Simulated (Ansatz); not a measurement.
Six crystals in the bcc structure, computed with PBE in Ansatz (plane waves, PAW datasets (generated soft set 1); cutoff 420 eV), no spin polarisation, no spin–orbit coupling, Fermi–Dirac smearing of 0.061 eV, k-spacing 0.06 Å⁻¹.

Question: Rank them by bulk modulus, stiffest first.
A. Ni
B. Cs
C. Ce
D. Te
E. S
F. Ir

Answer: F (307 GPa), A (198 GPa), E (83 GPa), D (55 GPa), C (29 GPa), B (2.0 GPa).

Model structures, not the usual forms at ambient conditions (metastable or hypothetical): Te, Ni, Ir, S, Ce. Spin polarisation is left out, and a magnetic state may lie lower for Ni, Ir. The open f shell of Ce is treated without spin here, so this is a model state and not the ground state.
